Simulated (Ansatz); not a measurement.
# 5-layer 2H-MoS2 (2H stacking) in a perpendicular field

Aim: how the 5-layer 2H-MoS2 (2H stacking) screens a field along its normal, and what the field does to its bands. A positive field points along +c.

Method: plane-wave DFT, PBE-D3(BJ), Ansatz PAW, in Ansatz 0.2.0.

### 1. The structure

The cell holds 15 atoms: 10 S and 5 Mo. Its edges and angles: a = 3.180 Å, b = 3.180 Å, c = 87.613 Å, α = 90.0°, β = 90.0°, γ = 120.0°. Regions: layer 1: 2H-MoS2, 3 atoms (2 S and 1 Mo); layer 2: 2H-MoS2, 3 atoms (2 S and 1 Mo); layer 3: 2H-MoS2, 3 atoms (2 S and 1 Mo); layer 4: 2H-MoS2, 3 atoms (2 S and 1 Mo); layer 5: 2H-MoS2, 3 atoms (2 S and 1 Mo). Vacuum lies along c.

### 2. Relaxing the slab

The starting cell is a guess, so the in-plane lattice and the atoms are relaxed first, with the slab cut off from its images along the normal.

File input.yaml:

```yaml
crystal:
  lattice:
    - [3.18, 0.0, 0.0]
    - [-1.59, 2.753960784, 0.0]
    - [0.0, 0.0, 87.6129886932]
  atoms:
    - { symbol: S, position: [0.3333333333, 0.6666666667, 0.3384201411] }
    - { symbol: Mo, position: [0.0, 0.0, 0.3570395136] }
    - { symbol: S, position: [0.3333333333, 0.6666666667, 0.3756588861] }
    - { symbol: S, position: [0.0, 0.0, 0.4099003843] }
    - { symbol: Mo, position: [0.3333333333, 0.6666666667, 0.4285197568] }
    - { symbol: S, position: [0.0, 0.0, 0.4471391293] }
    - { symbol: S, position: [0.3333333333, 0.6666666667, 0.4813806275] }
    - { symbol: Mo, position: [0.0, 0.0, 0.5] }
    - { symbol: S, position: [0.3333333333, 0.6666666667, 0.5186193725] }
    - { symbol: S, position: [0.0, 0.0, 0.5528608707] }
    - { symbol: Mo, position: [0.3333333333, 0.6666666667, 0.5714802432] }
    - { symbol: S, position: [0.0, 0.0, 0.5900996157] }
    - { symbol: S, position: [0.3333333333, 0.6666666667, 0.6243411139] }
    - { symbol: Mo, position: [0.0, 0.0, 0.6429604864] }
    - { symbol: S, position: [0.3333333333, 0.6666666667, 0.6615798589] }
  periodic: [true, true, false]
kpoints:
  mp_grid: { grid: [12, 12, 1] }
hamiltonian:
  xc: pbe
  dispersion: d3bj
scf:
  occupations: { method: fermi_dirac, width: 0.05 }
  convergence: { dr2_threshold: 1.0e-09 }
relax:
  f_tol: 0.004
  max_steps: 90
  cell: {}
output:
  write_potential: true
  write_density: true
  volumetric_format: npy
```

Started as:

```sh
$ ansatz run input.yaml --threads 4 --pin off --max-ram 8192MiB --backend cpu --events-out ev --progress --plain --runs-dir out
```

Numbers of over 12 decimals in the logs are rounded to 6 here.

The program printed:

```text
Warning: relax.cell: scf.convergence.dr2_threshold = 1e-9 eV is looser than the 1.02187834502e-10 eV advised for a relaxation that steers and ends on the stress (1e-10 eV for each atom of the cell: 15, times the square of relax.cell.stress_2d_tol = 0.05 N/m over 38.3 Å (the atoms' height at the walk's start and 5 Å past either face), 1.305e-2 GPa, over a crystal's default 0.05). What an SCF threshold leaves in a stress goes as its square root, and in the free energy as the threshold itself, and one threshold admits the most on a small cell: [figures from the program's tests cut] Set scf.convergence.dr2_threshold to 1.02187834502e-10 eV or tighter. [rest of the remark cut]
Engine: ansatz 0.2.0, aarch64-unknown-linux-gnu
Pseudopotentials: kind: paw
Pseudopotential: S, paw, valence charge 6, recommended cutoff 420 eV (normal), S.paw.azcp
Pseudopotential: Mo, paw, valence charge 14, recommended cutoff 420 eV (normal), Mo.paw.azcp
Functional definition: PBE
  parameter kappa = 0.804
  parameter beta = 0.066725
  exchange = pbe_x(kappa = kappa, mu = beta*pi^2/3)
  correlation = pbe_c(beta = beta)
Crystal: 15 atoms, lattice volume = 767.279 Å³
Basis set: ecut = 420 eV, 15053 PW (Γ), exchange–correlation on 48×48×1200 points (8 copies of the dense FFT grid, shifted against one another)
Bands: 80, of which v1, the nominal top of the filled ones, is band 65 counted from 1 (64 counted from 0)
Symmetry: 12 space group operations
Space group: P-6m2 (ITA 187), of the structure as read, at distance tolerance 9.2e-5 Å
k-points: 19 of 144 (time reversal used)
Non-local potential: S, projectors of the file, l = 0: 2, l = 1: 2, l = 2: 2
Non-local potential: Mo, projectors of the file, l = 0: 3, l = 1: 2, l = 2: 2, l = 3: 1
PAW form: soft (Blöchl's): semilocal exchange-correlation on the pseudo side does not see the compensation charge
PAW one-centre angular grid: S, 110 points (default); XC on 64 Gauss nodes
PAW one-centre angular grid: Mo, 590 points (default); XC on 64 Gauss nodes
Initial density: superposition of atomic densities (neutral atoms: chi_scale 0, normalization atom), corrected by the library's trained network
Initial wavefunctions: pseudopotential atomic-orbital guess
Functional: x = pbe(κ = 0.804, μ = 0.219515), c = pbe(β = 0.066725)
SCF iter   1: F=—  HF=-33819.365995 eV  |F-HF|=—  |Δ(HF+E_count)|=         —  Δρ=3.31e-3  dr2=1.42e-1  ethr=1.77e-3  ⟨swp⟩=11.1  Hψ=9476  notcnv=0
preconditioner: auto → Resta (q_TF=auto, 2.030 Å⁻¹)  ε∞=3.9  [insulator: Δε(μ)=0.953 eV  Ē_g=7.468 eV  σ=0.050 eV  W_gap=1.00  n_scr=56 (ndim 8)  ℏωp=12.7 eV  f_vac=0.637  D(μ)=0.00/eV (n_scr^D=0)  ε∞_Penn≈3.9  vacuum switching on, ρ_ref=4.0e-3 e/Å³]
SCF iter   2: F=—  HF=-33819.392493 eV  |F-HF|=—  |Δ(HF+E_count)|=   2.65e-2  Δρ=2.22e-3  dr2=1.11e-1  ethr=1.09e-4  ⟨swp⟩=3.7  Hψ=3564  notcnv=0  defer=65
SCF iter   3: F=—  HF=-33819.387439 eV  |F-HF|=—  |Δ(HF+E_count)|=   5.05e-3  Δρ=1.45e-3  dr2=5.29e-3  ethr=8.52e-5  ⟨swp⟩=3.3  Hψ=2684  notcnv=0  defer=65
SCF iter   4: F=—  HF=-33819.395532 eV  |F-HF|=—  |Δ(HF+E_count)|=   8.09e-3  Δρ=3.11e-4  dr2=1.10e-3  ethr=4.07e-6  ⟨swp⟩=3.6  Hψ=3679  notcnv=0  defer=64
SCF iter   5: F=—  HF=-33819.395714 eV  |F-HF|=—  |Δ(HF+E_count)|=   1.83e-4  Δρ=8.69e-5  dr2=1.15e-4  ethr=8.43e-7  ⟨swp⟩=2.7  Hψ=2526  notcnv=0  defer=64
SCF iter   6: F=—  HF=-33819.395730 eV  |F-HF|=—  |Δ(HF+E_count)|=   1.60e-5  Δρ=3.57e-5  dr2=1.13e-5  ethr=8.85e-8  ⟨swp⟩=3.3  Hψ=3019  notcnv=0  defer=64
SCF iter   7: F=—  HF=-33819.395541 eV  |F-HF|=—  |Δ(HF+E_count)|=   1.89e-4  Δρ=2.39e-5  dr2=1.74e-5  ethr=8.68e-9  ⟨swp⟩=3.4  Hψ=3343  notcnv=0  defer=64
SCF iter   8: F=—  HF=-33819.395541 eV  |F-HF|=—  |Δ(HF+E_count)|=   7.28e-7  Δρ=5.43e-6  dr2=5.95e-7  ethr=8.68e-9  ⟨swp⟩=2.4  Hψ=2162  notcnv=0  defer=64
SCF iter   9: F=—  HF=-33819.395541 eV  |F-HF|=—  |Δ(HF+E_count)|=   8.65e-8  Δρ=3.59e-6  dr2=1.46e-7  ethr=4.58e-10  ⟨swp⟩=3.2  Hψ=3217  notcnv=0  defer=64
SCF iter  10: F=—  HF=-33819.395541 eV  |F-HF|=—  |Δ(HF+E_count)|=   5.03e-9  Δρ=2.38e-6  dr2=1.27e-7  ethr=1.12e-10  ⟨swp⟩=2.9  Hψ=3012  notcnv=0  defer=64
SCF iter  11: F=—  HF=-33819.395541 eV  |F-HF|=—  |Δ(HF+E_count)|=   1.69e-8  Δρ=7.64e-7  dr2=1.30e-8  ethr=9.77e-11  ⟨swp⟩=2.9  Hψ=2577  notcnv=0  defer=64
SCF iter  12: F=-33819.395541 eV  HF=-33819.395541 eV  |F-HF|=5.68e-10  |Δ(HF+E_count)|=   1.40e-9  Δρ=2.85e-7  dr2=8.58e-10  ethr=1.00e-12  ⟨swp⟩=10.1  Hψ=13474  notcnv=0
SCF 1 converged in 12 iterations: F = -33819.395541 eV  dr2 = 8.58e-10
  greatest PAW one-centre occupation: 0.998 electrons in one spin orbital (limit 2), on the Mo atom at site 10 (counted from 0), in its partial waves of l = 0
relax step   1: F+E_penalty+E_count = -33819.39554067 eV  Δ(F+E_penalty+E_count) = +0.000e0 eV  max|allowed force component| = 1.254e0 eV/Å  Δτ_max = 0.0000 Å  P = -19.693 N/m  Ω = 767.279 Å³  fix = [c, alpha, beta]  reactions: c +0.000 N/m  (12 SCF iters, accepted)
Crystal: 15 atoms, lattice volume = 761.889 Å³
Basis set: ecut = 420 eV, 14801 PW (Γ), exchange–correlation on 48×48×1200 points (8 copies of the dense FFT grid, shifted against one another)
Initial density: handed on by an earlier stage of this run
Initial wavefunctions: those handed on with the density
iter 1 solved again at ethr=2.71e-4 eV; its pass at ethr=3.10e-3 eV (dr2=3.53e-1 eV) is discarded
SCF iter   1: F=—  HF=-33819.815596 eV  |F-HF|=—  |Δ(HF+E_count)|=         —  Δρ=6.75e-3  dr2=4.06e-1  ethr=2.71e-4  ⟨swp⟩=3.7  Hψ=10333  notcnv=0
eigensolver tolerance schedule calibrated: the retry pair's looser diagonalisation under-reported the residual by θ = 0.13 (0.12/decade); ethr = c·dr2/N_el runs at the constant in force after the calibration composes with the one it found (an armed cap, an earlier calibration), c = 6.5e-2
preconditioner: auto → Resta (q_TF=auto, 2.032 Å⁻¹)  ε∞=3.6  [insulator: Δε(μ)=0.842 eV  Ē_g=7.845 eV  σ=0.050 eV  W_gap=1.00  n_scr=56 (ndim 8)  ℏωp=12.8 eV  f_vac=0.642  D(μ)=0.00/eV (n_scr^D=0)  ε∞_Penn≈3.6  vacuum switching on, ρ_ref=4.5e-3 e/Å³]
SCF iter   2: F=—  HF=-33819.761047 eV  |F-HF|=—  |Δ(HF+E_count)|=   5.45e-2  Δρ=3.64e-3  dr2=1.33e-1  ethr=2.04e-4  ⟨swp⟩=3.6  Hψ=2855  notcnv=0  defer=9
SCF iter   3: F=—  HF=-33819.744985 eV  |F-HF|=—  |Δ(HF+E_count)|=   1.61e-2  Δρ=2.09e-3  dr2=3.46e-2  ethr=6.68e-5  ⟨swp⟩=2.8  Hψ=3174  notcnv=0  defer=20
SCF iter   4: F=—  HF=-33819.741200 eV  |F-HF|=—  |Δ(HF+E_count)|=   3.79e-3  Δρ=7.37e-4  dr2=4.34e-3  ethr=1.74e-5  ⟨swp⟩=2.8  Hψ=2622  notcnv=0  defer=31
[...]
relax step   4: F+E_penalty+E_count = -33819.92596028 eV  Δ(F+E_penalty+E_count) = -4.105e-3 eV  max|allowed force component| = 1.168e-1 eV/Å  Δτ_max = 0.1953 Å  P = -0.207 N/m  Ω = 752.077 Å³  energy of the carried Pulay correction = +5.593e-4 eV  fix = [c, alpha, beta]  reactions: c +0.000 N/m  (14 SCF iters, accepted)
[...]
relax step   5: F+E_penalty+E_count = -33819.94086714 eV  Δ(F+E_penalty+E_count) = -1.491e-2 eV  max|allowed force component| = 2.222e-2 eV/Å  Δτ_max = 0.1000 Å  P = +0.128 N/m  Ω = 752.765 Å³  energy of the carried Pulay correction = +5.337e-4 eV  fix = [c, alpha, beta]  reactions: c +0.000 N/m  (13 SCF iters, accepted)
[...]
relax step   6: F+E_penalty+E_count = -33819.94246300 eV  Δ(F+E_penalty+E_count) = -1.596e-3 eV  max|allowed force component| = 6.327e-3 eV/Å  Δτ_max = 0.0843 Å  P = -0.018 N/m  Ω = 753.088 Å³  energy of the carried Pulay correction = +5.218e-4 eV  fix = [c, alpha, beta]  reactions: c +0.000 N/m  (13 SCF iters, accepted)
[...]
relax step   7: F+E_penalty+E_count = -33819.94258435 eV  Δ(F+E_penalty+E_count) = -1.213e-4 eV  max|allowed force component| = 1.813e-3 eV/Å  Δτ_max = 0.0074 Å  P = -0.014 N/m  Ω = 753.032 Å³  energy of the carried Pulay correction = +5.239e-4 eV  fix = [c, alpha, beta]  reactions: c +0.000 N/m  (10 SCF iters, accepted)
Initial wavefunctions: pseudopotential atomic-orbital guess (no wavefunctions were taken with the density)
iter 1 solved again at ethr=9.50e-8 eV; its pass at ethr=3.10e-3 eV (dr2=1.23e-4 eV) is discarded
SCF iter   1: F=—  HF=-33819.942309 eV  |F-HF|=—  |Δ(HF+E_count)|=         —  Δρ=1.57e-5  dr2=2.83e-7  ethr=9.50e-8  ⟨swp⟩=7.1  Hψ=18087  notcnv=0
SCF iter   2: F=—  HF=-33819.942033 eV  |F-HF|=—  |Δ(HF+E_count)|=   2.76e-4  Δρ=7.52e-6  dr2=6.26e-8  ethr=2.18e-10  ⟨swp⟩=4.4  Hψ=4842  notcnv=0
SCF iter   3: F=—  HF=-33819.942033 eV  |F-HF|=—  |Δ(HF+E_count)|=   5.35e-8  Δρ=1.96e-6  dr2=4.10e-8  ethr=4.82e-11  ⟨swp⟩=2.9  Hψ=3109  notcnv=0
SCF iter   4: F=—  HF=-33819.942033 eV  |F-HF|=—  |Δ(HF+E_count)|=  8.59e-10  Δρ=7.43e-7  dr2=4.69e-9  ethr=3.15e-11  ⟨swp⟩=2.8  Hψ=2614  notcnv=0
SCF iter   5: F=-33819.942033 eV  HF=-33819.942033 eV  |F-HF|=2.40e-10  |Δ(HF+E_count)|=   1.62e-9  Δρ=2.15e-7  dr2=2.08e-10  ethr=1.00e-12  ⟨swp⟩=13.0  Hψ=14318  notcnv=0
SCF 8 converged in 5 iterations: F = -33819.942033 eV  dr2 = 2.08e-10
relax step   8: F+E_penalty+E_count = -33819.94203286 eV  Δ(F+E_penalty+E_count) = +5.515e-4 eV  max|allowed force component| = 1.854e-3 eV/Å  Δτ_max = 0.0000 Å  P = -0.009 N/m  Ω = 753.032 Å³  fix = [c, alpha, beta]  reactions: c +0.000 N/m  stress off target by 9.48e-3 N/m on what of the cell is left free  SCF on the basis re-selected at this cell (its energy is not comparable with the rows above)  (5 SCF iters)
basis re-selected at this cell: Δ(F+E_penalty+E_count) = +5.515e-4 eV, ΔP = +0.004 N/m vs the last step (what re-selecting the basis moved, of the pressure what is left beyond the Pulay correction that the steps carried, after the strain that the cell walked since its last selection, with what the two solves' SCF thresholds leave and, on support functions, any second-order correction that the steps lacked; it is no m [...]
WARN: The output density's exchange-correlation potential varies sharply where the density is thin. Do not read a vacuum level from v_tot or v_xc, or from such a field of the output density. On a cell that repeats whose density bears no net charge and no dipole along the vacuum's axis use v_es (v_loc + v_h of the components); under efield.dipole_correction with no amplitude use v_es + v_field, which holds any externa [...]
SCF converged after 5 iterations
Free energy (F): -33819.942033 eV
Harris-Foulkes:  -33819.942033 eV  (|F-HF|=2.40e-10)
Internal energy: -33819.942026 eV  (E = F + TS)
E sigma→0 (E₀):  -33819.942029 eV
Entropy (-TS):   -0.000007 eV (-0.000 meV/atom)
Fermi energy:    -4.844009 eV
--- Per-component energies (eV) ---
  E_band       = -2882.566705
  E_kinetic    = 3285.102475
  E_local      = -2132873.394531  (includes V_loc(G=0)·N_el)
  E_nonlocal   = 996.235294
  E_hartree    = 1064252.233120
  E_xc         = -1894.631588
  E_vxc        = -2027.920892  (∫ρ·V_xc dr)
  E_paw        = -22007.927134  (= ΣΔE_a)
  E_vpaw       = -767.053026  (= ΣTr[D̂ρ^β])
  E_aug_tail   = 0.000204  (compensation charges beyond the density's cutoff)
  E_ewald      = 1054428.624733
  E_disp       = -6.184599  (pairwise vdW)
  E_smearing   = -0.000007  (= −TS)
  E_closure    = 0.000000  (closes the sum)
  Σ components = -33819.942033   (vs F -33819.942033, Δ=0.00e0)
--- Forces (eV/Å), atoms counted from 1 ---
  atom   1  S      0.00000000    -0.00000000    -0.00154687
  atom   2  Mo     0.00000000    -0.00000000     0.00022388
  atom   3  S      0.00000000    -0.00000000     0.00185362
  atom   4  S      0.00000000     0.00000000    -0.00078990
  atom   5  Mo     0.00000000     0.00000000    -0.00021677
  atom   6  S      0.00000000     0.00000000     0.00042193
  atom   7  S      0.00000000    -0.00000000    -0.00010885
  atom   8  Mo     0.00000000    -0.00000000     0.00000000
  atom   9  S      0.00000000    -0.00000000     0.00010885
  atom  10  S      0.00000000     0.00000000    -0.00042193
  atom  11  Mo     0.00000000     0.00000000     0.00021677
  atom  12  S     -0.00000000     0.00000000     0.00078990
  atom  13  S     -0.00000000    -0.00000000    -0.00185362
  atom  14  Mo     0.00000000    -0.00000000    -0.00022388
  atom  15  S      0.00000000    -0.00000000     0.00154687
  max |Σ_I F_I| component: 5.55e-17 eV/Å
--- 2D stress c σ (N/m, compression-positive) ---
       -0.009483       0.000000       0.000000
        0.000000      -0.009483       0.000000
        0.000000       0.000000       0.000000
  P = ½ c Tr σ = -0.0095 N/m
--- Band table (eV; the first three rows and the last of 19) ---
  k-point 0: bands = [... 61 lower, -5.8701, -5.5625, -5.3543, -5.2346, -3.1187, -3.1187, -3.1147, -3.1147, ... 11 higher]
  k-point 1: bands = [... 61 lower, -5.9065, -5.6751, -5.5274, -5.4479, -3.2265, -3.2196, -3.2117, -3.2038, ... 11 higher]
  k-point 2: bands = [... 61 lower, -6.1957, -6.0989, -6.0549, -6.0401, -3.7197, -3.6519, -3.5481, -3.4391, ... 11 higher]
  k-point 18: bands = [... 61 lower, -5.9923, -5.9416, -5.8907, -5.8546, -4.1442, -4.1441, -4.1432, -4.1327, ... 11 higher]
  the weakly bound empty levels are not read free of the cell's end (no_gap_told)
--- Relaxed structure (7 steps of the walk, 7 accepted, 1 SCFs on fresh bases) ---
  F+E_penalty+E_count = -33819.94203286 eV   max|allowed force component| = 1.854e-3 eV/Å   (the final SCF, on the basis selected at the relaxed cell)
  cell:  # Å, volume = 753.0316 Å³
    - [3.150337, 0.0, 0.0]
    - [-1.575169, 2.728272, 0.0]
    - [0.0, 0.0, 87.6129886932]
  atoms:
    - { symbol: S, position: [0.333333, 0.666667, 0.344007] }
    - { symbol: Mo, position: [0, -2.0395208157718865e-17, 0.361903] }
    - { symbol: S, position: [0.333333, 0.666667, 0.379781] }
    - { symbol: S, position: [0, -2.0395208157718843e-17, 0.413126] }
    - { symbol: Mo, position: [0.333333, 0.666667, 0.430995] }
    - { symbol: S, position: [0, -2.039520815771884e-17, 0.448864] }
    - { symbol: S, position: [0.333333, 0.666667, 0.482132] }
    - { symbol: Mo, position: [0.0, -2.0395208157718874e-17, 0.5] }
    - { symbol: S, position: [0.333333, 0.666667, 0.517868] }
    - { symbol: S, position: [0, -2.039520815771884e-17, 0.551136] }
    - { symbol: Mo, position: [0.333333, 0.666667, 0.569005] }
    - { symbol: S, position: [0, -2.0395208157718847e-17, 0.586874] }
    - { symbol: S, position: [0.333333, 0.666667, 0.620219] }
    - { symbol: Mo, position: [0, -2.039520815771887e-17, 0.638097] }
    - { symbol: S, position: [0.333333, 0.666667, 0.655993] }
```

It took 6.9 min on 4 threads of Arm Neoverse V1, shared host; peak memory 2 GiB.

Step by step:

```csv
step,energy less that of the first step (eV),largest force component (eV/Å),volume (Å³)
1,0.0000,1.2538,767.28
2,-0.3448,0.8135,761.89
3,-0.5263,0.1137,747.90
4,-0.5304,0.1168,752.08
5,-0.5453,0.0222,752.77
6,-0.5469,0.0063,753.09
7,-0.5470,0.0018,753.03
8*,-0.5465,0.0019,753.03
```

Relaxation steps marked * repeat the geometry before them on a plane-wave basis chosen anew for their cell, so energy and pressure can jump there.

Forces are held to the 12 operations that the run works with; a distortion that breaks them can't arise in this run.

```csv
cell as run,before,after,change
a (Å),3.180,3.150,-0.9 %
b (Å),3.180,3.150,-0.9 %
```

The atoms that moved most (Å, along periodic axes as changes of fractional coordinates times the final cell, across vacuum about the mean position):

```csv
atom,dx,dy,dz,length
S1,0.000,0.000,0.489,0.489
S15,0.000,0.000,-0.489,0.489
Mo2,0.000,0.000,0.426,0.426
Mo14,0.000,0.000,-0.426,0.426
S3,0.000,0.000,0.361,0.361
S13,0.000,0.000,-0.361,0.361
S4,0.000,0.000,0.283,0.283
S12,0.000,0.000,-0.283,0.283
```

The lattice constant a goes from 3.180 to 3.150 Å.

(Part 1 of 3 ends here.)

[Logs are printed without paths, hosts, clocks, repeated set-up lines and the standing remarks that a program may print on its own settings, such as how far it seeks lower states.]

[Hosts, paths, dates, database ids (printed as entryN), source tags and the programs' standing remarks are cut or masked in the printed files.]

[Maps of the electrostatic potential energy from Ansatz leave out the sawtooth potential of an applied field or a dipole correction, so their vacuum need not be flat; planar profiles and work functions include it.]
